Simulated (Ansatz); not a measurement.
Wanted: the native input for an Ansatz 0.2.0 run.

* Task: band structure
* Functional: LDA
* Potentials or basis: all-electron LAPW, scalar-relativistic
* Cutoff: 318 eV (chosen from the basis error)
* Basis error allowed: 0.002 eV/atom
* k mesh: 7 × 7 × 6
* Occupations: fermi-dirac, width 0.05 eV
* Spin: no spin polarisation

SnO:

```xyz
4
Lattice="3.8137 0.0000 0.0000 0.0000 3.8137 0.0000 0.0000 0.0000 4.8869" Properties=species:S:1:pos:R:3 pbc="T T T"
Sn    1.9068    0.0000    3.7367
Sn    0.0000    1.9068    1.1503
O     0.0000    0.0000    0.0000
O     1.9068    1.9068    0.0000
```

The cell is a database's computed one.

These files were run (other wordings do the same):

input.yaml

```yaml
crystal:
  lattice:
    - [3.81369522, 0.0, 0.0]
    - [0.0, 3.81369522, 0.0]
    - [0.0, 0.0, 4.8869133]
  atoms:
    - { symbol: Sn, position: [0.5, 0.0, 0.76462614] }
    - { symbol: Sn, position: [0.0, 0.5, 0.23537386] }
    - { symbol: O, position: [0.0, 0.0, 0.0] }
    - { symbol: O, position: [0.5, 0.5, 0.0] }
kpoints:
  mp_grid: { grid: [7, 7, 6] }
  band_path:
    path:
      - [0.0, 0.0, 0.0]
      - [0.0, 0.5, 0.0]
      - [0.5, 0.5, 0.0]
      - [0.0, 0.0, 0.0]
      - [0.0, 0.0, 0.5]
      - [0.0, 0.5, 0.5]
      - [0.5, 0.5, 0.5]
      - [0.0, 0.0, 0.5]
    npoints: 10
scf:
  occupations: { method: fermi_dirac, width: 0.05 }
hamiltonian:
  xc: lda
  pseudopotentials: { kind: all_electron, lapw: { basis_error: 0.002 } }
output:
  forces: true
  stress: true
  eigenvalues: true
```

Potentials or basis: all-electron LAPW, scalar-relativistic.

Run with:

```console
$ ansatz run input.yaml --threads 2 --pin off --max-ram 8192MiB --backend cpu --events-out ev --progress --plain --runs-dir out
```

Results of the run:

The pressure is -3.3 GPa and the largest force is 0.236 eV/Å. The band gap on the k mesh is 0.46 eV, indirect (least direct gap 2.01 eV). The band gap along the path is 0.22 eV, indirect (least direct gap 2.00 eV).

Caveat: spin-orbit coupling is left out, which moves the levels of the heavy elements; the mesh misses the band edges, which the band path finds closer together.

Wall time 28 s on 2 threads of Arm Neoverse V2, on a shared host, peak memory 0.47 GiB.
